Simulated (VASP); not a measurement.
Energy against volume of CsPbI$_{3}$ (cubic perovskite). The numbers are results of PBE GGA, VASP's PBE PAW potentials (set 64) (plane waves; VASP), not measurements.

```tsv
V (Å³/atom)	E (eV/atom)
48.250	-2.78583
49.790	-2.79783
51.330	-2.80417
52.869	-2.80571
54.409	-2.80317
```

Fit a third-order Birch-Murnaghan equation of state.

The volume per atom is 52.64 Å³/atom. The bulk modulus comes out as 14.8 GPa, the pressure derivative of the bulk modulus comes out as 4.62 and the lattice constant a is 6.409 Å.

The compound is CsPbI3 in the cubic perovskite structure, the ideal cubic form; the compound distorts at low or room temperature. It was relaxed first, which changed the volume by +6 %.
